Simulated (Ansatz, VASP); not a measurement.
This is a calculation of Tc for VASP 6.6.1.

Contents of INCAR:

```
SYSTEM = Tc
ALGO     = Fast           ! electronic algorithm
EDIFF    = 1E-7           ! SCF threshold, eV
ENCUT    = 520            ! plane-wave cutoff, eV
GGA      = PE             ! functional
ISIF     = 2              ! what is computed and relaxed
ISMEAR   = 0              ! smearing method
LASPH    = .TRUE.         ! aspherical terms in the spheres
LCHARG   = .TRUE.         ! write CHGCAR
LELF     = .TRUE.         ! ELF
LREAL    = .FALSE.        ! projectors in reciprocal space
LVHAR    = .TRUE.       
LWAVE    = .FALSE.        ! write WAVECAR
NBANDS   = 12             ! bands
NELM     = 60             ! most SCF steps
PREC     = Accurate       ! precision mode
SIGMA    = 0.05           ! smearing width, eV
```

File KPOINTS:

```
k-points
0
G
  12 12 12
  0 0 0
```

POSCAR

```
Tc
1.0
    2.7577164500      0.0000000000      0.0000000000
    1.3788582250      2.3882525021      0.0000000000
    1.3788582250      0.7960841674      2.2516660526
Tc
1
Direct
    0.0000000000      0.0000000000      0.0000000000
```

Potentials or basis: VASP PAW PBE potentials, release 64 (Tc_pv).

The run is started by

```console
$ cat potpaw_PBE.64/Tc_pv/POTCAR > POTCAR
$ mpirun -np 1 vasp_std > vasp.out
```

Question: Translate it to Ansatz 0.2.0. Potentials there: all-electron LAPW, scalar-relativistic.

Answer: As run (the cutoff follows the program's own potentials):

input.yaml

```yaml
crystal:
  lattice:
    - [2.75771645, 0.0, 0.0]
    - [1.378858225, 2.3882525021, 0.0]
    - [1.378858225, 0.7960841674, 2.2516660526]
  atoms:
    - { symbol: Tc, position: [0.0, 0.0, 0.0] }
kpoints:
  mp_grid: { grid: [12, 12, 12] }
scf:
  occupations: { method: gaussian, width: 0.05 }
hamiltonian:
  xc: pbe
  pseudopotentials: { kind: all_electron, lapw: { basis_error: 0.001 } }
output:
  forces: true
  stress: true
  eigenvalues: true
```

Potentials or basis: all-electron LAPW, scalar-relativistic.

The run is started by

```bash
$ ansatz run input.yaml --threads 1 --pin off --max-ram 3072MiB --backend cpu --events-out ev --progress --plain --runs-dir out
```

Both were run:

|  | VASP | Ansatz | Ansatz less VASP |
| --- | --- | --- | --- |
| gap on the k mesh at the Fermi level (eV) | none | none | - |
| pressure (GPa) | -6.9 | -6.3 | +0.61 |

A gap of «none» marks a metal or a gap that the smearing closes. Ansatz ran all-electron here, so the differences hold the error of VASP's frozen core and of both bases.
